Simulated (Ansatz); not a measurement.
Crystal: TiO2 (Anatase).

```
CELL_PARAMETERS angstrom
-1.89210 1.89210 4.75730
1.89210 -1.89210 4.75730
1.89210 1.89210 -4.75730
ATOMIC_POSITIONS crystal
Ti 0.75000 0.25000 0.50000
Ti 0.00000 0.00000 0.00000
O 0.79190 0.79190 0.00000
O 0.54190 0.04190 0.50000
O 0.95810 0.45810 0.50000
O 0.20810 0.20810 0.00000
```

Program: Ansatz 0.2.0. Alike in all runs: task band structure; potentials or basis all-electron LAPW, scalar-relativistic; no spin polarisation; cell as given; k mesh 10 × 10 × 10; cutoff (eV) 384; smearing fermi-dirac 0.05 eV; basis error allowed 0.002 eV/atom.

**Question.** Order these runs on this cell by their pressure, lowest first.
A. level LDA
B. level PBE
C. level PBEsol

**Answer.** A (-6.5 GPa), C (-1.1 GPa), B (5.2 GPa).

Not every run made on this cell is shown here.
